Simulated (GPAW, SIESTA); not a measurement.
Given: the input of a run of SIESTA 5.4.2 on Rh. This isn't the form of Rh at room conditions, which is fcc.

File Rh.fdf:

```
SystemName                      Rh
SystemLabel                     Rh
NumberOfSpecies                 1
NumberOfAtoms                   4
%block ChemicalSpeciesLabel
  1  45 Rh
%endblock ChemicalSpeciesLabel

LatticeConstant                 1.0 Ang
%block LatticeVectors
     2.6917446234     0.0000000000     0.0000000000
    -1.3458723117     2.3311192244     0.0000000000
     0.0000000000     0.0000000000     8.7980701300
%endblock LatticeVectors
AtomicCoordinatesFormat         Fractional
%block AtomicCoordinatesAndAtomicSpecies
     0.6666666667     0.3333333333     0.7500000000  1  Rh
     0.0000000000     0.0000000000     0.5000000000  1  Rh
     0.3333333333     0.6666666667     0.2500000000  1  Rh
     0.0000000000     0.0000000000     0.0000000000  1  Rh
%endblock AtomicCoordinatesAndAtomicSpecies

%block kgrid.MonkhorstPack
   11   0   0  0.0
    0  11   0  0.0
    0   0   3  0.0
%endblock kgrid.MonkhorstPack
XC.Functional                   GGA
XC.Authors                      PBEsol
PAO.BasisSize                   DZP
PAO.EnergyShift                 0.003 Ry
Mesh.Cutoff                     800 Ry
OccupationFunction              FD
ElectronicTemperature           0.05 eV
MaxSCFIterations                120
SCF.MustConverge                false
SCF.Mixer.Method                Pulay
SCF.Mixer.Weight                0.25
SCF.Mixer.History               8
SCF.DM.Tolerance                5.0e-05
SCF.H.Tolerance                 1.0e-03 eV
WriteForces                     true
Charge.Mulliken                 end
Charge.Hirshfeld                end
Charge.Voronoi                  end
SaveRho                         true
SaveElectrostaticPotential      true
%block PAO.Basis
  Rh 5
  n=4 0 2
    2.902 0.000
  n=5 0 2
    8.361 0.000
  n=4 1 2
    3.313 0.000
  n=5 1 1
    8.361
  n=4 2 2
    5.613 0.000
%endblock PAO.Basis
```

Potentials or basis: PseudoDojo 0.4 standard (PBEsol files), converted to PSML, two zetas on semicore shells, DZP (energy shift 0.003 Ry; two zetas on semicore shells).

Launch:

```console
$ siesta < Rh.fdf > Rh.out 2>&1
```

**Question.** What does the same run look like in GPAW 26.7.0 (ASE script)? Potentials or basis there: PAW data sets generated for this functional, cutoff 600 eV.

**Answer.** As run (cutoffs and basis follow the program's own potentials, and thresholds, step limits or extra output files can differ):

The input run.py:

```python
from ase import Atoms
from ase.dft.bandgap import bandgap
from ase.io import write
from ase.units import GPa
from gpaw import GPAW, PW, setup_paths

setup_paths.insert(0, '.')

atoms = Atoms(['Rh', 'Rh', 'Rh', 'Rh'],
              cell=[[2.6917446234, 0.0, 0.0],
                    [-1.3458723117, 2.3311192244, 0.0],
                    [0.0, 0.0, 8.79807013]],
              scaled_positions=[[0.6666666667, 0.3333333333, 0.75],
                                [0.0, 0.0, 0.5],
                                [0.3333333333, 0.6666666667, 0.25],
                                [0.0, 0.0, 0.0]],
              pbc=True)

calc = GPAW(mode=PW(600),
            xc='PBEsol',
            kpts={'size': (11, 11, 3), 'gamma': True},
            occupations={'name': 'fermi-dirac', 'width': 0.05},
            nbands=52,
            convergence={'density': 1e-05, 'energy': 1e-05},
            maxiter=150,
            txt='gpaw.txt')
atoms.calc = calc
energy = atoms.get_potential_energy()
forces = atoms.get_forces()
stress = atoms.get_stress()
calc.write('gs.gpw')
write('result.traj', atoms)
print(f'Energy: {energy:.6f} eV')
print('Forces (eV/A):')
print(forces.round(4))
print('Stress (GPa):', (stress / GPa).round(3))
print('Fermi level:', round(calc.get_fermi_level(), 4), 'eV')
print(f'Gap: {bandgap(calc)[0]:.4f} eV, direct: {bandgap(calc, direct=True)[0]:.4f} eV')
```

Potentials or basis: PAW data sets generated in the run's folder for this functional, pw.

Launch:

```console
$ gpaw-setup -f PBEsol Rh
$ OMP_NUM_THREADS=1 python run.py
```

Both were run:

|  | SIESTA | GPAW |
| --- | --- | --- |
| Pressure | -1.2 GPa | -3.3 GPa |

The potentials hold 68 and 60 valence electrons a cell.

Pressure is positive in compression.
